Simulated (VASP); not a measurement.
## A VASP 6.6.1 single-point calculation on KI

INCAR

```
LASPH = .TRUE.
LREAL = Auto
GGA = PE
NELM = 95
NBANDS = 15
LWAVE = .FALSE.
SIGMA = 0.02
NSW = 0
ENCUT = 520
LCHARG = .FALSE.
PREC = Accurate
ISIF = 2
EDIFF = 0.0001
ISMEAR = -1
IBRION = -1
```

KPOINTS

```
KPOINTS created by Atomic Simulation Environment
0
Gamma
6 6 6
0 0 0
```

POSCAR

```
K  I
 1.0000000000000000
     0.0000000000000000    4.0055530385999996    3.8880586811000000
     4.0055530385999996    0.0000000000000000    3.8880586811000000
     4.0055530385999996    4.0055530385999996    0.0000000000000000
 K   I
   1   1
Cartesian
  0.0000000000000000  0.0000000000000000  0.0000000000000000
  2.0027765192999998  2.0027765192999998  1.9440293405500004
```

The recommended PBE PAW datasets give the neutral cell 16 valence electrons.

Command

```
mpirun -np 1 vasp_std
```

OSZICAR

```
N       E                     dE             d eps       ncg     rms          rms(c)
DAV:   1     0.930584915094E+02    0.93058E+02   -0.60782E+03   900   0.864E+02
DAV:   2     0.157431008248E+01   -0.91484E+02   -0.84321E+02  1159   0.197E+02
DAV:   3    -0.515596232768E+01   -0.67303E+01   -0.66947E+01  1243   0.477E+01
DAV:   4    -0.556718998762E+01   -0.41123E+00   -0.41111E+00  1630   0.104E+01
DAV:   5    -0.556818014333E+01   -0.99016E-03   -0.99015E-03  1236   0.580E-01    0.295E+00
DAV:   6    -0.538947223152E+01    0.17871E+00   -0.20292E-01  1194   0.213E+00    0.216E+00
DAV:   7    -0.536630027586E+01    0.23172E-01   -0.21594E-01  1271   0.191E+00    0.935E-01
DAV:   8    -0.538236363058E+01   -0.16063E-01   -0.22911E-02  1116   0.833E-01    0.151E-01
DAV:   9    -0.538483579181E+01   -0.24722E-02   -0.39055E-03   977   0.272E-01    0.106E-01
DAV:  10    -0.538568900221E+01   -0.85321E-03   -0.56896E-04   937   0.142E-01    0.246E-02
DAV:  11    -0.538579450102E+01   -0.10550E-03   -0.15034E-04  1010   0.641E-02    0.230E-02
DAV:  12    -0.538581731242E+01   -0.22811E-04   -0.23032E-05   716   0.339E-02
   1 F= -.53858173E+01 E0= -.53858173E+01  d E =-.856550E-12
```

From OUTCAR

```
k-points           NKPTS =     30   k-points in BZ     NKDIM =     30   number of bands    NBANDS=     15

   NELECT =      16.0000    total number of electrons

   dimension x,y,z NGX =    42 NGY =   42 NGZ =   42
   dimension x,y,z NGXF=    84 NGYF=   84 NGZF=   84

  energy-cutoff  :      520.00
  volume of cell :      124.76
      direct lattice vectors                 reciprocal lattice vectors
     0.000000000  4.005553039  3.888058681    -0.124826708  0.124826708  0.128598882
     4.005553039  0.000000000  3.888058681     0.124826708 -0.124826708  0.128598882
     4.005553039  4.005553039  0.000000000     0.124826708  0.124826708 -0.128598882

 k-points in reciprocal lattice and weights: KPOINTS created by Atomic Simulation Env
   0.00000000  0.00000000  0.00000000       0.005
   0.16666667  0.00000000  0.00000000       0.037
   0.33333333  0.00000000  0.00000000       0.037
   0.50000000  0.00000000  0.00000000       0.019
   0.16666667  0.16666667  0.00000000       0.009
   0.33333333  0.16666667  0.00000000       0.037
   0.50000000  0.16666667  0.00000000       0.037
  -0.33333333  0.16666667  0.00000000       0.037
   ...

 E-fermi :  -1.6366

 k-point     1 :       0.0000    0.0000    0.0000
  band No.  band energies     occupation
      1     -30.6504      2.00000
      2     -14.1471      2.00000
      3     -14.1438      2.00000
      4     -14.1438      2.00000
      5     -12.1992      2.00000
      6      -2.1894      2.00000
      7      -2.1894      2.00000
      8      -2.1735      2.00000
      9       1.7453      0.00000
     10       5.2670      0.00000
     11       5.4477      0.00000
     12       5.9605      0.00000
     13       5.9605      0.00000
     14       6.0158      0.00000
     15       6.8834      0.00000

 k-point     2 :       0.1667    0.0000    0.0000
  band No.  band energies     occupation
      1     -30.6503      2.00000
      2     -14.1597      2.00000
      3     -14.1465      2.00000
      4     -14.1446      2.00000
      5     -12.1743      2.00000
      6      -2.3230      2.00000
      7      -2.1936      2.00000
      8      -2.1777      2.00000
      9       2.1472      0.00000
     10       5.0645      0.00000
     11       5.1923      0.00000
     12       5.6008      0.00000
     13       6.2561      0.00000
     14       6.2930      0.00000
     15       6.4554      0.00000

 k-point     3 :       0.3333    0.0000    0.0000
  band No.  band energies     occupation
      1     -30.6500      2.00000
      2     -14.1878      2.00000
      3     -14.1480      2.00000
      4     -14.1463      2.00000
      5     -12.1256      2.00000
      6      -2.5501      2.00000
      7      -2.2023      2.00000
      8      -2.1766      2.00000
      9       2.9772      0.00000
     10       4.8085      0.00000
     11       4.9050      0.00000
     12       5.0218      0.00000
     13       6.2596      0.00000
     14       6.3517      0.00000
     15       6.3673      0.00000

 ...

  Total        0.1372700      0.1372700      0.1515888      0.0000000      0.0000000      0.0000000
  in kB        1.7627816      1.7627816      1.9466589      0.0000000      0.0000000      0.0000000
  external PRESSURE =       1.8240740 kB  Pullay stress =       0.0000000 kB

 POSITION                                       TOTAL-FORCE (eV/Angst)
 -----------------------------------------------------------------------------------
      0.00000      0.00000      0.00000         0.000000      0.000000      0.000000
      2.00278      2.00278      1.94403        -0.000000     -0.000000     -0.000000
 -----------------------------------------------------------------------------------
    total drift:                                0.000000      0.000000     -0.000000

  FREE ENERGIE OF THE ION-ELECTRON SYSTEM (eV)
  ---------------------------------------------------
  free  energy   TOTEN  =        -5.3858173124 eV

  energy  without entropy=       -5.3858173124  energy(sigma->0) =       -5.38581731
```

It converged. Results: gap between bands v and c on the k mesh 3.92 eV; least direct gap on the k mesh 3.92 eV; pressure 0.2 GPa. Band v is the last that the valence electrons fill when counted band by band, and c is the next.

For comparison, a separate PBE run of the intended cell, on usual settings and not on those above, gives a gap of 3.92 eV on its mesh and a pressure of 0.2 GPa.

The run above took about 57 s on one core of a shared host (Intel Xeon Platinum 8488C) and held 0.25 GiB at most.
